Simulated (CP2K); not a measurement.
Runs of CP2K 2026.2 on CaF2 (Fluorite). It takes space group Fm-3m (No. 225, cubic). The conventional cell has a = 5.462 Å, b = 5.462 Å, c = 5.462 Å, α = 90.00°, β = 90.00°, γ = 90.00°. Ca (site symmetry m-3m) is surrounded by 8 F at 2.37 Å. Around F (site symmetry -43m) lie 4 Ca at 2.37 Å. 

```csv
task,level,potentials or basis,smearing,EPS_DEFAULT,NGRIDS,CUTOFF of the grids,points a segment of the path (NPOINTS),bands added on the path,gap on the mesh (eV),pressure (GPa)
single point,PBEsol,"POTENTIAL_UZH Ca GTH-PBE-q10, F GTH-PBE-q7; TZVP-MOLOPT-PBE-GTH basis",fermi-dirac 0.05 eV,1.0E-10,4,750 Ry,-,-,7.02,-0.6
band structure,LDA,"GTH_POTENTIALS Ca GTH-PADE-q10, F GTH-PADE-q7; TZVP-MOLOPT-PBE-GTH basis",fermi-dirac 0.1 eV,1.0E-10,4,750 Ry,10,4,6.89,-5.5
band structure,r2SCAN,"POTENTIAL_UZH Ca GTH-SCAN-q10, F GTH-SCAN-q7; TZVP-MOLOPT-SCAN-GTH basis",fermi-dirac 0.05 eV,1.0E-9,5,1100 Ry,8,4,(b),(a)
band structure,TB-mBJ,"POTENTIAL_UZH Ca GTH-PBE-q10, F GTH-PBE-q7; TZVP-MOLOPT-PBE-GTH basis",fermi-dirac 0.05 eV,1.0E-9,4,1100 Ry,6,6,8.21,-
band structure,PBEsol,"POTENTIAL_UZH Ca GTH-PBE-q10, F GTH-PBE-q7; TZVP-MOLOPT-PBE-GTH basis",fermi-dirac 0.1 eV,1.0E-9,4,750 Ry,6,2,7.02,-0.6
```

Alike in all rows: no spin polarisation; cell as given; k mesh 8 × 8 × 8.

**Question.** Estimate the missing entries.

**Answer.** (a) -0.5; (b) 7.94.

Caveats: the basis of atomic orbitals isn't converged, which shifts pressures, moduli and gaps; the potentials were made for another functional, which shifts forces and pressure (some runs); this is a model potential without an energy functional, so only levels have meaning (some runs).

A k mesh can miss the band edges.
